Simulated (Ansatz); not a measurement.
Sb: levels with and without spin–orbit coupling

```
Sb
1.0
    -1.50500    1.50500    2.48000
     1.50500   -1.50500    2.48000
     1.50500    1.50500   -2.48000
Sb
1
Direct
  0.00000 0.00000 0.00000
```

The cell comes from COD entry 9013010, which wasn't checked; take it as a given geometry.

All numbers are computed: DFT, PBE, all-electron LAPW, scalar-relativistic (Ansatz 0.2.0); DFT, PBE, all-electron LAPW, Dirac equation with spin-orbit coupling (Ansatz 0.2.0).

Settings: a Γ-centred 19×19×19 k mesh, Fermi–Dirac smearing of 0.05 eV, basis error target 0.25 meV/atom, no spin polarisation.

Levels between -4 and 3 eV, each run counted from its own valence-band top where it has a gap, else its Fermi level. Scalar levels are listed once for both spins; with the coupling every spinor state is counted. Levels near the edges of the range can cross them.

(1) At M (0.500, 0.500, -0.500) the scalar-relativistic levels are 1.94 (×2). What are they with spin–orbit coupling?

(2) At P (0.250, 0.250, 0.250) the scalar-relativistic levels are -3.89 (×2), -1.34. What are they with spin–orbit coupling?

Answers

(1) 1.66 (×2), 2.23 (×2).

(2) -3.67 (×2), -1.30 (×2).
